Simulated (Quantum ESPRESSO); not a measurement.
## La2O3 under changes of volume

One of the cells (23.124 Å³/atom); the others are scaled copies at fixed shape and fractional positions:

```
La O
1.0
     6.37027    0.00000    0.00000
    -3.18514    5.51682    0.00000
     0.00000    0.00000    3.28989
La O
2 3
Cartesian
  3.1851 1.8389 1.6387
  0.0000 3.6779 1.6512
  3.2145 0.0000 0.0000
  -1.6072 2.7838 0.0000
  1.5779 2.7330 0.0000
```

The cell comes from a database or a generator and needn't be the stable form of this composition.

* Program: Quantum ESPRESSO 7.5
* Functional: LDA
* Potentials or basis: GBRV 1.5 LDA
* Cutoff: 612 eV
* Density cutoff: 4898 eV
* k mesh: 5 × 5 × 8
* Occupations: fermi-dirac, width 0.05 eV
* Spin: no spin polarisation

```tsv
volume (Å³/atom)	energy over the lowest point (meV/atom)	pressure (GPa)	gap on the mesh (eV)
21.736	?	?	?
22.199	0.00	-1.2	1.29
22.661	6.10	-3.2	1.39
23.124	17.68	-5.0	1.50
23.586	34.18	-6.6	1.59
24.049	55.06	-8.0	1.67
24.511	79.87	-9.3	1.73
```

**Question.** What does the run at 21.736 Å³/atom give?

**Answer.** Energy over the lowest point 0.06 meV/atom; pressure 1.1 GPa; gap on the mesh 1.17 eV.

Worked out: A Birch-Murnaghan fit of order 3 (a polynomial in V^(-2/3)) to the other rows has its minimum at 21.97 Å³/atom, just outside them, with B0 = V·E''(V) = 106 GPa and B' = 4.3 at fixed shape and positions, which overstates the stiffness. It gives 0.02 meV/atom at 21.736 Å³/atom, against the run's 0.06, and -dE/dV = 1.1 GPa, against 1.1. A parabola through the other rows of the gap, of slope 6.24 eV per unit of ln V there, extrapolates to 1.16 eV, against the run's 1.17.

Energies are extrapolated to zero smearing.

Caveats: spin-orbit coupling is left out, which moves the levels of the heavy elements; an odd mesh through Γ misses points on the zone boundary, where band edges often lie.
